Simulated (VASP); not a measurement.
# MgS (F-43m) in VASP: further runs

Runs on MgS. Level: LDA. Tasks: single point.

All numbers are computed with VASP 6.6.1; they aren't measurements. Logs are shortened: lines on timing, memory, paths and dates and some standing lists are left out, and cuts for length are marked.

### Step 1. The crystal as given

The structure is cubic, space group F-43m (No. 216). Conventional cell: a = 5.666 Å, b = 5.666 Å, c = 5.666 Å, α = 90.00°, β = 90.00°, γ = 90.00°. Around S (site symmetry -43m) lie 4 Mg at 2.45 Å. Mg (site symmetry -43m) is surrounded by 4 S at 2.45 Å.

The cell comes from a database or a generator and needn't be the stable form of this composition.

### Step 2. Single point, LDA

File INCAR:

```
PREC = Accurate ; ENCUT = 350
EDIFF = 1E-6 ; ISMEAR = 0
SIGMA = 0.05 ; LREAL = False
LASPH = True ; NELM = 100
ALGO = Normal ; ISIF = 2
LWAVE = False ; LCHARG = False
ADDGRID = False
```

File KPOINTS:

```
Automatic mesh
0
Gamma
  6 6 6
```

File POSCAR:

```
MgS
1.0
    0.0000000000      2.8331200468      2.8331200468
    2.8331200468      0.0000000000      2.8331200468
    2.8331200468      2.8331200468      0.0000000000
S Mg
1 1
Direct
    0.2500000000      0.2500000000      0.2500000000
    0.0000000000      0.0000000000      0.0000000000
```

Potentials or basis: VASP PAW LDA potentials, release 64 (S, Mg).

The run is started by

```bash
$ cat potpaw_LDA.64/S/POTCAR potpaw_LDA.64/Mg/POTCAR > POTCAR
$ mpirun -np 1 vasp_std > vasp.out
```

OUTCAR:

```text
PREC = Accurate
   ENCUT = 350
   EDIFF = 1E-6
   ISMEAR = 0
   LREAL = False
   LASPH = True
   NELM = 100
   ISIF = 2

 Found     16 irreducible k-points:

 Following reciprocal coordinates:
            Coordinates               Weight
  0.000000  0.000000  0.000000      1.000000
  0.166667  0.000000  0.000000      8.000000
  0.333333  0.000000  0.000000      8.000000
  0.500000  0.000000  0.000000      4.000000
  0.166667  0.166667  0.000000      6.000000
  0.333333  0.166667  0.000000     24.000000
   k-points           NKPTS =     16   k-points in BZ     NKDIM =     16   number of bands    NBANDS=      8
   number of dos      NEDOS =    301   number of ions     NIONS =      2
   total plane-waves  NPLWV =  13824
   dimension x,y,z NGX =    24 NGY =   24 NGZ =   24
   dimension x,y,z NGXF=    48 NGYF=   48 NGZF=   48
   ions per type =               1   1
   NGX,Y,Z   is equivalent  to a cutoff of   9.96,  9.96,  9.96 a.u.
   NGXF,Y,Z  is equivalent  to a cutoff of  19.92, 19.92, 19.92 a.u.
 SYSTEM =  unknown system
   PREC   = accura    normal or accurate (medium, high low for compatibility)
   ISTART =      0    job   : 0-new  1-cont  2-samecut
   ICHARG =      2    charge: 1-file 2-atom 10-const
   ISPIN  =      1    spin polarized calculation?
   LNONCOLLINEAR =      F non collinear calculations
   LSORBIT =      F    spin-orbit coupling
   LASPH  =      T    aspherical Exc in radial PAW
   ENCUT  =  350.0 eV  25.72 Ry    5.07 a.u.   6.11  6.11  6.11*2*pi/ulx,y,z
   NELM   =    100;   NELMIN=  2; NELMDL= -5     # of ELM steps
   EDIFF  = 0.1E-05   stopping-criterion for ELM
   LREAL  =      F    real-space projection
   EDIFFG = 0.1E-04   stopping-criterion for IOM
   NSW    =      0    number of steps for IOM
   IBRION =     -1    ionic relax: 0-MD 1-quasi-New 2-CG
   NFREE  =      0    steps in history (QN), initial steepest desc. (CG)
   ISIF   =      2    stress and relaxation
   ISYM   =      2    0-nonsym 1-usesym 2-fastsym
   POTIM  = 0.5000    time-step for ionic-motion
   TEBEG  =    0.0;   TEEND  =   0.0 temperature during run
   PSTRESS=    0.0 pullay stress
   NELECT =       8.0000    total number of electrons
   NUPDOWN=      -1.0000    fix difference up-down
   EMIN   =  10.00;   EMAX   =-10.00  energy-range for DOS
   EFERMI =   0.00;   METHOD = LEGACY
   ISMEAR =     0;   SIGMA  =   0.05  broadening in eV -4-tet -1-fermi 0-gaus
   EFERMI_NEDOS =   21; number of points for ismear=-14 and -15
   IALGO  =     38    algorithm
   IMIX   =      4    mixing-type and parameters
     AMIX     =   0.40;   BMIX     =  1.00
     AMIX_MAG =   1.60;   BMIX_MAG =  1.00
  volume/ion in A,a.u.               =      22.74       153.46
  Fermi-wavevector in a.u.,A,eV,Ry     =   0.917269  1.733386 11.447692  0.841382
  Thomas-Fermi vector in A             =   2.042218
   LORBIT       =      0    0 simple, 1 ext, 2 COOP (PROOUT), +10 PAW based schemes
   GGA     = CA    functional components
   LHFCALC =     F    Hartree Fock is set to
   AEXX    =    0.0000 exact exchange contribution
   IVDW    =     0    specifies the selected vdW correction
   LEPSILON=     F    determine dielectric tensor
   LRPA    =     F    only Hartree local field effects (RPA)
 non-spin polarized calculation
 Gauss-broadening in eV      SIGMA  =   0.05
  energy-cutoff  :      350.00
  volume of cell :       45.48
 maximum number of plane-waves:       692
   NGX = 13   NGY = 13   NGZ = 13

 number of electron       7.9999994 magnetization

 Free energy of the ion-electron system (eV)
  ---------------------------------------------------
  ext. energy  EPLUGINS =         0.00000000
  ---------------------------------------------------
  free energy    TOTEN  =        -9.37714735 eV

  energy without entropy =       -9.37714735  energy(sigma->0) =       -9.37714735

 E-fermi :   1.0941     XC(G=0):  -8.7525

 val. band max:        0.8805717799   @ k =   0.0000   0.0000   0.0000
 cond. band min:       4.0629813930   @ k =   0.0000   0.0000   0.0000
 fundamental gap:      3.1824096132
 Fermi energy:         1.0941298791

 k-point     1 :       0.0000    0.0000    0.0000
  band No.  band energies     occupation
      1     -10.3501      2.00000
      2       0.8806      2.00000
      3       0.8806      2.00000
      4       0.8806      2.00000
      5       4.0630      0.00000
      6       8.6431      0.00000
      7       8.6431      0.00000
      8       8.6431      0.00000

 k-point     2 :       0.1667    0.0000    0.0000
  band No.  band energies     occupation
      1     -10.1957      2.00000
      2      -0.2299      2.00000
      3       0.7888      2.00000
      4       0.7888      2.00000
      5       5.0895      0.00000
      6       8.3756      0.00000
      7       8.8953      0.00000
      8       8.8953      0.00000

 k-point     3 :       0.3333    0.0000    0.0000
  band No.  band energies     occupation
      1      -9.8496      2.00000
      2      -1.7069      2.00000
      3       0.6227      2.00000
      4       0.6227      2.00000
      5       5.7692      0.00000
      6       8.6258      0.00000
      7       8.6258      0.00000
      8       8.8256      0.00000

 k-point     4 :       0.5000    0.0000    0.0000
  band No.  band energies     occupation
      1      -9.6520      2.00000
      2      -2.3244      2.00000
      3       0.5470      2.00000
      4       0.5470      2.00000
      5       5.7411      0.00000
      6       8.3390      0.00000
      7       8.3390      0.00000
      8       9.2400      0.00000

 k-point     5 :       0.1667    0.1667    0.0000
  band No.  band energies     occupation
      1     -10.1445      2.00000
      2      -0.2072      2.00000
      3       0.5719      2.00000
      4       0.5719      2.00000
      5       5.4299      0.00000
      6       7.7606      0.00000
      7       9.3733      0.00000
      8       9.3733      0.00000

 k-point     6 :       0.3333    0.1667    0.0000
  band No.  band energies     occupation
      1      -9.8603      2.00000
      2      -1.2896      2.00000
      3       0.2925      2.00000
      4       0.3568      2.00000
      5       6.1326      0.00000
      6       7.6428      0.00000
      7       8.4679      0.00000
      8       9.6046      0.00000

 [... further k-points ...]

------------------------ aborting loop because EDIFF is reached ----------------------------------------

  FORCE on cell =-STRESS in cart. coord.  units (eV):
  Direction    XX          YY          ZZ          XY          YZ          ZX
  --------------------------------------------------------------------------------------
  -------------------------------------------------------------------------------------
  Total       -0.7109849     -0.7109849     -0.7109849      0.0000000      0.0000000     -0.0000000
  in kB      -25.0464432    -25.0464432    -25.0464432      0.0000000      0.0000000     -0.0000000
  external PRESSURE =     -25.0464432 kB  Pullay stress =       0.0000000 kB

 VOLUME and BASIS-vectors are now :
 -----------------------------------------------------------------------------
  energy-cutoff  :      350.00
  volume of cell :       45.48
      direct lattice vectors                 reciprocal lattice vectors
     0.000000000  2.833120047  2.833120047    -0.176483874  0.176483874  0.176483874
     2.833120047  0.000000000  2.833120047     0.176483874 -0.176483874  0.176483874
     2.833120047  2.833120047  0.000000000     0.176483874  0.176483874 -0.176483874

 POSITION                                       TOTAL-FORCE (eV/Angst)
 -----------------------------------------------------------------------------------
      1.41656      1.41656      1.41656         0.000000     -0.000000      0.000000
      0.00000      0.00000      0.00000        -0.000000      0.000000     -0.000000
 -----------------------------------------------------------------------------------
    total drift:                                0.000000      0.000000     -0.000000

  FREE ENERGIE OF THE ION-ELECTRON SYSTEM (eV)
  ---------------------------------------------------
  free  energy   TOTEN  =        -9.3771473500 eV

  energy  without entropy=       -9.3771473500  energy(sigma->0) =       -9.37714735
```

OSZICAR:

```text
N       E                     dE             d eps       ncg     rms          rms(c)
DAV:   1     0.179818627439E+02    0.17982E+02   -0.30365E+03   256   0.577E+02
DAV:   2    -0.900267920975E+01   -0.26985E+02   -0.25767E+02   360   0.961E+01
DAV:   3    -0.993489644429E+01   -0.93222E+00   -0.93222E+00   336   0.248E+01
DAV:   4    -0.993862790930E+01   -0.37315E-02   -0.37315E-02   416   0.173E+00
DAV:   5    -0.993863044142E+01   -0.25321E-05   -0.25321E-05   312   0.372E-02    0.400E+00
DAV:   6    -0.943377812682E+01    0.50485E+00   -0.14922E+00   256   0.564E+00    0.307E+00
DAV:   7    -0.938204906084E+01    0.51729E-01   -0.23207E-01   304   0.232E+00    0.219E+00
DAV:   8    -0.937757058460E+01    0.44785E-02   -0.10707E-02   312   0.867E-01    0.949E-01
DAV:   9    -0.937711161071E+01    0.45897E-03   -0.10932E-03   304   0.218E-01    0.344E-01
DAV:  10    -0.937714479972E+01   -0.33189E-04   -0.49393E-05   336   0.448E-02    0.891E-02
DAV:  11    -0.937714740937E+01   -0.26097E-05   -0.17236E-05   264   0.236E-02    0.407E-02
DAV:  12    -0.937714735000E+01    0.59371E-07   -0.73980E-07   200   0.507E-03
   1 F= -.93771474E+01 E0= -.93771473E+01  d E =-.468037E-11
```

stdout:

```text
POSCAR found type information on POSCAR S Mg
 POSCAR found :  2 types and       2 ions
 scaLAPACK will be used
 LDA part: xc-table for (Slater(with rela. corr.)+CA(PZ))
 , standard interpolation
 POSCAR, INCAR and KPOINTS ok, starting setup
 FFT: planning ... GRIDC
 FFT: planning ... GRID_SOFT
 FFT: planning ... GRID
 WAVECAR not read
 entering main loop
```

It took 2.1 s on 1 thread of Intel Xeon Platinum 8488C (Sapphire Rapids), shared host; peak memory 0.12 GiB.

The run converged, but some of its settings lie outside the range that counts as converged, so its numbers aren't taken as properties of the crystal.

What came out:

* Free energy: -9.3771 eV
* Pressure: -2.5 GPa
* Band gap on the k mesh: 3.18 eV, direct

### Step 3. Single point, LDA

INCAR is that of step 2.

KPOINTS is that of step 2.

File POSCAR:

```
MgS
1.0
    0.0000000000      2.8331200468      2.8331200468
    2.8331200468      0.0000000000      2.8331200468
    2.8331200468      2.8331200468      0.0000000000
S Mg
1 1
Direct
    0.2346630000      0.2748010000      0.2357280000
   -0.0216520000      0.0237760000     -0.0317750000
```

Potentials or basis: VASP PAW LDA potentials, release 64 (S, Mg).

The run is started by

```bash
$ cat potpaw_LDA.64/S/POTCAR potpaw_LDA.64/Mg/POTCAR > POTCAR
$ mpirun -np 1 vasp_std > vasp.out
```

It took 7.4 s on 1 thread of Intel Xeon Platinum 8488C (Sapphire Rapids), shared host; peak memory 0.14 GiB.

The run converged, but some of its settings lie outside the range that counts as converged, so its numbers aren't taken as properties of the crystal.

What came out:

```yaml
Free_energy: -9.3578 eV
Pressure: -2.3 GPa
Largest_force: 0.429 eV/Å
Band_gap_on_the_k_mesh: 3.06 eV, direct
```

### Step 4. Single point, LDA

Edit INCAR of step 3 so:

```diff
@@ -1,2 +1,2 @@
-PREC = Accurate ; ENCUT = 350
+PREC = Accurate ; ENCUT = 550
 EDIFF = 1E-6 ; ISMEAR = 0
```

File KPOINTS:

```
Automatic mesh
0
Gamma
  5 5 5
```

File POSCAR:

```
MgS
1.0
    0.0000000000      2.8331200468      2.8331200468
    2.8331200468      0.0000000000      2.8331200468
    2.8331200468      2.8331200468      0.0000000000
S Mg
1 1
Direct
    0.2500000000      0.2500000000      0.2500000000
    0.0000000000      0.0000000000      0.0000000000
```

The run is started by

```bash
$ cat potpaw_LDA.64/S/POTCAR potpaw_LDA.64/Mg/POTCAR > POTCAR
$ mpirun -np 1 vasp_std > vasp.out
```

It took 3.4 s on 1 thread of Intel Xeon Platinum 8488C (Sapphire Rapids), shared host; peak memory 0.14 GiB.

These settings aren't checked as converged: the numbers below hold their error.

What came out:

```yaml
Free_energy: -9.3751 eV
Pressure: -2.5 GPa
Band_gap_on_the_k_mesh: 3.18 eV, direct
```

### Step 5. For comparison

An earlier run on the cell as given: functional PBEsol; potentials or basis VASP PAW PBE potentials, release 64 (S, Mg); cutoff 520 eV; k mesh 8 × 8 × 8; occupations fermi-dirac, width 0.05 eV; no spin polarisation.

- Pressure: -0.5 GPa
- Band gap on the k mesh: 3.29 eV, direct
